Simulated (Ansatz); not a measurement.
# Sn in Ansatz: the effect of target pressure

Crystal: Sn.

```
CELL_PARAMETERS angstrom
-2.94014 2.94014 1.59930
2.94014 -2.94014 1.59930
2.94014 2.94014 -1.59930
ATOMIC_POSITIONS crystal
Sn 0.00000 0.00000 0.00000
Sn 0.75000 0.25000 0.50000
```

Alike in all runs:

* Program: Ansatz 0.2.0
* Task: relaxation of cell and atoms
* Functional: PBEsol
* Potentials or basis: Ansatz PAW
* Cutoff: 420 eV (not typed: the program's choice for these potentials)
* k mesh: 9 × 9 × 9
* Occupations: fermi-dirac, width 0.05 eV
* Spin: no spin polarisation

Each run relaxes the cell or the atoms first.

```tsv
target pressure	relaxed volume (Å³/atom)
0 GPa	26.89
2 GPa	26.00
5 GPa	?
10 GPa	23.58
20 GPa	21.71
30 GPa	20.39
```

**Question.** What does the run with target pressure 5 GPa give?

**Answer.** Relaxed volume 24.94 Å³/atom.

Worked out: In Murnaghan's law V^(-B') rises as a straight line in P. The other rows fit best with B' = 4.2, V0 = 26.87 Å³/atom and B0 = 58 GPa, which gives 24.96 Å³/atom at 5 GPa, against the run's 24.94.

Caveats: the plane-wave basis is chosen anew once the cell has moved, so the energies of steps on either side of that aren't comparable; the PAW data sets come from PBE, with cores solved anew for the run's functional, which leaves a small shift of forces and pressure; the volume moved by over 15 % at a fixed basis, so the end points are rough (some runs).

Runs at the PBE level aren't shown here.
